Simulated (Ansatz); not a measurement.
**InN: uniaxial strain ε_xx = −3.11 %**

The parent structure is InN in the wurtzite structure (space group P6_3mc, No. 186; a = 3.537 Å, c = 5.714 Å). Axes: x lies along a and z along c of the hexagonal cell.

One thing is altered: uniaxial strain ε_xx = −3.11 %, all other strain components held at zero, atoms relaxed at fixed cell.

All numbers come from PBEsol (Ansatz, an electronic-structure program), no spin-orbit coupling, earlier PAW set. Settings: 11×11×6 k-points, 0.05 eV Fermi–Dirac smearing.

| quantity | base | changed | shift |
|---|---|---|---|
| volume per atom | 15.48 Å³ | 15.00 Å³ | -0.48 Å³ |
| space group | P6_3mc (No. 186) | Cmc2_1 (No. 36) | – |
| shortest interatomic distance | 2.156 Å | 2.133 Å | -0.0235 Å |
| energy relative to the base (free energy F) | 0 meV/atom | +10 meV/atom | +10 meV/atom |
| pressure (mean of the normal stresses, compression positive) | 0.0 GPa | 4.6 GPa | +4.6 GPa |
| band gap | zero | zero | – |
| largest internal atomic displacement | – | 0.021 Å | – |
| stress (xx, yy, zz, yz, xz, xy; compression positive) (rough) | – | (7.0, 3.6, 3.0, 0.0, 0.0, 0.0) GPa | – |

Final structure:

```
InN
1.0
    3.42733     0.00000     0.00000
   -1.71367     3.06343     0.00000
    0.00000     0.00000     5.71395
In N
2 2
Direct
  0.66488   0.32977   0.00025
  0.33512   0.67023   0.50025
  0.66358   0.32716   0.62495
  0.33642   0.67284   0.12495
```

Cost of the whole job for the changed cell (relaxation, final SCF and bands): around 50 core-seconds (rough).

Without a gap, meshes like the base's 11×11×6 leave anisotropic stresses uncertain by several tenths of a GPa, and small strain energies with them. Stability against distortions was not tested. All final runs are without spin polarisation. Gaps under 0.05 eV, about the width of the smearing, are given as zero. A zero or small gap of InN can be the functional's error rather than a property of the material.
